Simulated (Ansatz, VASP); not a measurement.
## Two plane-wave programs on Te2Mo

```xyz
12
Lattice="6.3300 0.0000 0.0000 0.0000 3.4690 0.0000 -0.9468 0.0000 13.8276" Properties=species:S:1:pos:R:3 pbc="T T T"
Te    5.4013    2.6018    8.3588
Te   -0.0181    0.8672    5.4688
Te    4.9099    0.8672   11.7728
Te    0.4733    2.6018    2.0548
Te    1.7550    2.6018   12.3826
Te    3.6282    0.8672    1.4450
Te    2.1916    0.8672    8.9658
Te    3.1917    2.6018    4.8618
Mo    4.2299    2.6018   13.7253
Mo    1.1533    0.8672    0.1023
Mo    3.8493    0.8672    6.8225
Mo    1.5339    2.6018    7.0051
```

Alike in both runs: task single point; functional PBE; k mesh 4 × 8 × 2; occupations gaussian, width 0.015 eV; no spin polarisation.

```csv
,VASP,Ansatz
version,VASP 6.6.1,Ansatz 0.2.0
potentials or method,"VASP PAW PBE potentials, release 64 (Te, Mo_sv)",Ansatz PAW
plane-wave cutoff (eV),520,420
valence electrons in the cell,104,184
```

|  | VASP | Ansatz | Ansatz less VASP |
| --- | --- | --- | --- |
| gap on the k mesh at the Fermi level (eV) | none | none | - |
| pressure (GPa) | 2.5 | 2.5 | 0.00 |
| largest component of the traceless stress (GPa) | 0.27 | 0.25 | -0.015 |
| rms of the force components (eV/Å) | 0.066 | 0.066 | -0.0002 |

Atom by atom the forces differ by 0.007 eV/Å (rms over components). A gap of «none» marks a metal or a gap that the smearing closes. The two sets of potentials don't hold the same shells in valence.

The runs have no spin-orbit coupling, so splittings on Te are missing.
